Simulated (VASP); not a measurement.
Write the native input for VASP 6.6.1 that does the following.

```
Task                   : band structure
Functional             : PBEsol
Potentials or basis    : VASP PAW PBE potentials, release 64 (O, C)
Cutoff                 : 520 eV
k mesh                 : 10 × 10 × 10
Occupations            : gaussian, width 0.02 eV
Spin                   : no spin polarisation
Ladder                 : gaps
Further INCAR settings : ALGO = Normal; EDIFF = 1e-06; NBANDS = 25
```

The structure of CO2 lies in POSCAR:

```
CO2
1.0
   -1.9747270000      1.9747270000      3.0140580000
    1.9747270000     -1.9747270000      3.0140580000
    1.9747270000      1.9747270000     -3.0140580000
O C
4 2
Direct
    0.8750000000      0.9597980000      0.5847980000
    0.3750000000      0.2902020000      0.4152020000
    0.0402020000      0.6250000000      0.9152020000
    0.7097980000      0.1250000000      0.0847980000
    0.0000000000      0.0000000000      0.0000000000
    0.7500000000      0.2500000000      0.5000000000
```

The cell comes from a database or a generator and needn't be the stable form of this composition.

The input as run:

INCAR

```
SYSTEM = CO2
  PREC = Accurate
  ENCUT = 520
  EDIFF = 1E-6
  ISMEAR = 0
  SIGMA = 0.02
  LREAL = .False.
  LASPH = .True.
  NELM = 100
  ALGO = Normal
  ISIF = 2
  LWAVE = .False.
  LCHARG = .False.
  GGA = PS
  NBANDS = 25
  KPAR = 2
```

KPOINTS

```
regular mesh
0
Gamma
  10 10 10
  0 0 0
```

KPOINTS_OPT

```
path GXYSGZS1NPY1Z,XP
10
line-mode
reciprocal
 0.0000000000  0.0000000000  0.0000000000  G
 0.5000000000 -0.5000000000  0.0000000000  X

 0.5000000000 -0.5000000000  0.0000000000  X
 0.5000000000 -0.5000000000  0.2146253035  Y

 0.5000000000 -0.5000000000  0.2146253035  Y
 0.3573126517 -0.3573126517  0.3573126517  S

 0.3573126517 -0.3573126517  0.3573126517  S
 0.0000000000  0.0000000000  0.0000000000  G

 0.0000000000  0.0000000000  0.0000000000  G
 0.5000000000  0.5000000000 -0.5000000000  Z

 0.5000000000  0.5000000000 -0.5000000000  Z
 0.6426873483  0.3573126517 -0.3573126517  S1

 0.6426873483  0.3573126517 -0.3573126517  S1
 0.5000000000  0.0000000000  0.0000000000  N

 0.5000000000  0.0000000000  0.0000000000  N
 0.7500000000 -0.2500000000 -0.2500000000  P

 0.7500000000 -0.2500000000 -0.2500000000  P
 0.7853746965  0.2146253035 -0.5000000000  Y1

 0.7853746965  0.2146253035 -0.5000000000  Y1
 0.5000000000  0.5000000000 -0.5000000000  Z

 0.5000000000 -0.5000000000  0.0000000000  X
 0.7500000000 -0.2500000000 -0.2500000000  P
```

Potentials or basis: VASP PAW PBE potentials, release 64 (O, C).

Command:

```sh
$ cat potpaw_PBE.64/O/POTCAR potpaw_PBE.64/C/POTCAR > POTCAR
$ mpirun -np 2 vasp_std > vasp.out
```

Results of the run:

| Item | Value |
| --- | --- |
| Pressure | -4.9 GPa |
| Largest force | 0.120 eV/Å |
| Band gap on the k mesh | 7.53 eV, indirect (least direct gap 8.00 eV) |
| Band gap along the path | 7.53 eV, indirect (least direct gap 8.00 eV) |

Caveat: the PAW data sets were made with another functional, which shifts forces and pressure a little.

It took 32 s on 2 MPI ranks on Intel(R) Xeon(R) 6975P-C (Granite Rapids) (shared host), peak memory 0.26 GiB a rank.
